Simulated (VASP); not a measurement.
# Sc: molecular dynamics with a thermostat

Sc, P4/nmm (no. 129), 8 atoms in the cell. PBE, molecular dynamics; PAW potentials Sc_sv (PBE set).

Ensemble: Nose-Hoover chain; Target temperature (K): 600.

## Input

INCAR:
```
GGA = PE
PREC = Normal
ENCUT = 230
EDIFF = 1E-6
NELMIN = 4
NELM = 60
ALGO = Fast
LREAL = Auto
LASPH = T
ISMEAR = -1
SIGMA = 0.05
ISYM = 0
LWAVE = F
LCHARG = F
IBRION = 0
NSW = 60
POTIM = 2.0
TEBEG = 600
ISIF = 2
RANDOM_SEED = 543607 0 0
MDALGO = 4
NHC_NCHAINS = 3
NHC_PERIOD = 30
KPAR = 2
```

KPOINTS:
```
k-points
0
Monkhorst-Pack
  2 2 2
```

POSCAR:
```
Sc
1.0
    5.4226760000      0.0000000000      0.0000000000
    0.0000000000      5.4226760000      0.0000000000
    0.0000000000      0.0000000000      6.8704120000
Sc
8
Direct
    0.0000000000      0.5000000000      0.2336680000
    0.0000000000      0.5000000000      0.7336680000
    0.5000000000      0.0000000000      0.2663320000
    0.5000000000      0.0000000000      0.7663320000
    0.0000000000      0.0000000000      0.0000000000
    0.0000000000      0.0000000000      0.5000000000
    0.5000000000      0.5000000000      0.0000000000
    0.5000000000      0.5000000000      0.5000000000
```

Commands:
```
cat potpaw_PBE.64/Sc_sv/POTCAR > POTCAR
mpirun -np 2 vasp_std > vasp.out
```

## Result

- Mean temperature (K): 623
- Spread of the conserved energy (meV/atom): 0.11
- Rise of the mean potential energy above the start (meV/atom): 14.9
- Electronic steps per ionic step after the first: 6.8

Course of the run:

| Time (fs) | Temperature (K) | Potential energy less the first (meV/atom) | Conserved energy less the first (meV/atom) |
|---|---|---|---|
| 2 | 598 | 0.0 | 0.00 |
| 12 | 547 | 5.7 | -0.00 |
| 20 | 475 | 14.1 | 0.01 |
| 30 | 369 | 26.9 | 0.01 |
| 38 | 294 | 36.5 | 0.01 |
| 48 | 238 | 44.8 | 0.01 |
| 56 | 243 | 46.5 | -0.01 |
| 66 | 334 | 40.9 | -0.02 |
| 74 | 482 | 30.5 | -0.03 |
| 84 | 742 | 12.5 | -0.06 |
| 92 | 960 | -2.3 | -0.08 |
| 102 | 1166 | -17.1 | -0.09 |
| 110 | 1239 | -23.9 | -0.09 |
| 120 | 1211 | -25.8 | -0.09 |

REPORT:
```
MDALGO =   4
           NHC_NCHAINS =   3
            NHC_PERIOD =    30
            NHC_NRESPA =    1
                NHC_NS =  1
               SCALING =       0
                 CNEXP =     9.000   14.000
           RANDOM_SEED =            543607                0                0

   original number of atomic DOF:         21
   number of independent constraints:      0
   number of active DOF:                  21

========================================
         MD step No.       1
========================================

  Atomic velocities initialized by STEP_tb

  >Nose-Hoover_chains
                       xs       vs(fs^-1)
   nhc_s>  -0.53997739E-06  -0.10798429E-05
   nhc_s>  -0.13889371E-03  -0.27779706E-03
   nhc_s>  -0.13888889E-03  -0.27773919E-03

  >Energies
                    E_tot             E_pot             E_kin               EPS                ES
   e_b>   -0.48474951E+02   -0.49015735E+02    0.54078527E+00    0.14363590E-04   -0.14948861E-04

  >Temperature
               T_sim     T_inst
   tmprt>    600.000    597.668

           RANDOM_SEED =            543607               48                0

[... steps left out ...]

========================================
         MD step No.      60
========================================

  >Nose-Hoover_chains
                       xs       vs(fs^-1)
   nhc_s>  -0.40351966E+00   0.29366086E-02
   nhc_s>   0.78903040E+00   0.28136250E-01
   nhc_s>  -0.93010269E+00   0.76969232E-02

  >Energies
                    E_tot             E_pot             E_kin               EPS                ES
   e_b>   -0.48475707E+02   -0.49221934E+02    0.10956142E+01    0.96044838E-01   -0.44543190E+00

  >Temperature
               T_sim     T_inst
   tmprt>    600.000   1210.857

           RANDOM_SEED =            543607               48                0
```

OSZICAR:
```
N       E                     dE             d eps       ncg     rms          rms(c)
DAV:   1     0.988249339476E+03    0.98825E+03   -0.31524E+04   536   0.980E+02
DAV:   2     0.223818795693E+02   -0.96587E+03   -0.95917E+03   496   0.614E+02
DAV:   3    -0.491755246879E+02   -0.71557E+02   -0.69046E+02   672   0.147E+02
DAV:   4    -0.544131596052E+02   -0.52376E+01   -0.49807E+01   624   0.336E+01
DAV:   5    -0.548659662074E+02   -0.45281E+00   -0.42242E+00   576   0.720E+00    0.144E+01
RMM:   6    -0.492728566871E+02    0.55931E+01   -0.88777E+00   416   0.224E+01    0.512E+00
RMM:   7    -0.490550149542E+02    0.21784E+00   -0.13688E+01   479   0.158E+01    0.267E+00
RMM:   8    -0.490001563931E+02    0.54859E-01   -0.98996E-01   441   0.607E+00    0.151E+00
RMM:   9    -0.489946015068E+02    0.55549E-02   -0.39915E-01   518   0.246E+00    0.861E-01
RMM:  10    -0.490025599087E+02   -0.79584E-02   -0.18301E-01   571   0.132E+00    0.190E-01
RMM:  11    -0.490094961913E+02   -0.69363E-02   -0.72345E-02   560   0.679E-01    0.190E-01
RMM:  12    -0.490118312119E+02   -0.23350E-02   -0.31558E-02   587   0.361E-01    0.131E-01
[... left out ...]
[... last step whole ...]
       N       E                     dE             d eps       ncg     rms          rms(c)
DAV:   1    -0.492207738509E+02    0.22173E-02   -0.30687E-02   768   0.907E+00    0.272E-02
RMM:   2    -0.492214931231E+02   -0.71927E-03   -0.72495E-03   442   0.750E-01    0.151E-02
RMM:   3    -0.492218306396E+02   -0.33752E-03   -0.32332E-03   522   0.289E-01    0.568E-03
RMM:   4    -0.492219268246E+02   -0.96185E-04   -0.93623E-04   629   0.184E-01    0.922E-03
RMM:   5    -0.492219323649E+02   -0.55403E-05   -0.48794E-05   540   0.392E-02    0.834E-03
RMM:   6    -0.492219337826E+02   -0.14177E-05   -0.15438E-05   373   0.128E-02    0.757E-03
RMM:   7    -0.492219343207E+02   -0.53810E-06   -0.63693E-06   335   0.973E-03
     60 T=  1211. E= -.48482340E+02 F= -.49221934E+02 E0= -.49150269E+02  EK= 0.10890E+01 SP= -.45E+00 SK= 0.96E-01
```

Limits: 120 fs of 8 atoms are too short for converged averages; the cell is only 5.4 Å across, so each atom moves in step with near copies of itself.

VASP 6.6.1 took 461 s on 2 cores (Intel Xeon Platinum 8259CL @ 2.50GHz (Skylake/Cascade Lake)), a shared host.
